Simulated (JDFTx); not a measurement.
Runs of JDFTx 1.7.0 (patched build) on MgS (Niningerite). It takes space group Fm-3m (No. 225, cubic). The conventional cell has a = 5.203 Å, b = 5.203 Å, c = 5.203 Å, α = 90.00°, β = 90.00°, γ = 90.00°. S (site symmetry m-3m) is surrounded by 6 Mg at 2.60 Å. Mg (site symmetry m-3m) is surrounded by 6 S at 2.60 Å. 

| task | level | cell | density cutoff over wavefunction cutoff | SCF threshold on the energy | further solve for the empty bands | gap on the mesh (eV) | pressure (GPa) | V0 of scaled cells (Å³/atom) | B0 (GPa) |
| --- | --- | --- | --- | --- | --- | --- | --- | --- | --- |
| single point | PBE | as given | 4 | 1e-08 Ha | yes | 2.92 | 1.2 | - | - |
| relaxation of cell and atoms | PBE+D3 | relaxed | 8 | 1e-09 Ha | no | 2.92 | 0.0 | - | - |
| equation of state | PBE | as given | 4 | 1e-08 Ha | - | - | - | 17.90 | (a) |
| equation of state | RPBE | as given | 8 | 1e-09 Ha | - | - | - | (b) | 70 |

Alike in all rows: potentials or basis PseudoDojo-SR-PBE-0.5-standard; no spin polarisation; k mesh 9 × 9 × 9; cutoff (eV) 1143; smearing fermi-dirac 0.05 eV.

**Question.** Fill in the values left out.

**Answer.** (a) 74; (b) 18.37.

Caveats: the empty levels aren't tightly converged (some runs); an odd mesh through Γ misses points on the zone boundary, where band edges often lie (some runs); the potentials were made for another functional, which shifts forces and pressure (some runs).

Not every run made on this cell is shown here.
